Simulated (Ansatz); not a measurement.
A distorted cell of AlSb (zinc blende):

```yaml
crystal:
  lattice:
    - [0.00000, 3.08862, 3.08862]
    - [3.08862, 0.00000, 3.08862]
    - [3.08862, 3.08862, 0.00000]
  atoms:
    - { symbol: Sb, position: [0.80423, 0.69577, 0.58731] }
    - { symbol: Al, position: [0.00000, 0.00000, 0.00000] }
```

Calculation: r2SCAN (plane waves to 500 eV, PAW, scalar-relativistic; Ansatz, an electronic-structure program). k mesh 11×11×11 (Γ-centred), Fermi-Dirac smearing 0.05 eV. Energies are smeared free energies. Stress and pressure are positive under compression. As the smearing reaches across the gap at some points, energies and forces of such displacements shift with the k mesh and the smearing. AlSb was relaxed with its symmetry unable to fall. Spin-orbit coupling is left out, though Sb is heavy.

Question: Predict the force on every atom, in eV/Å.

Answer: 
| atom | Fx | Fy | Fz |
|---|---|---|---|
| Sb1 | 4.453 | 3.873 | -5.051 |
| Al2 | -4.453 | -3.873 | 5.051 |

Question: What is the stress tensor (GPa)?

Answer: 
```
    2.4      8.3     -9.3
    8.3     10.8    -16.7
   -9.3    -16.7     17.7
```
The pressure, a third of the trace, is 10.3 GPa.

Question: In it atom 1 sits (-0.670, -0.335, 0.000) Å away from its relaxed site. What is its energy relative to the relaxed cell?

Answer: 2186 meV/cell.

(For displaced atoms, the force is minus the slope of the energy, and its curvature is a force constant, which sets phonon frequencies.)
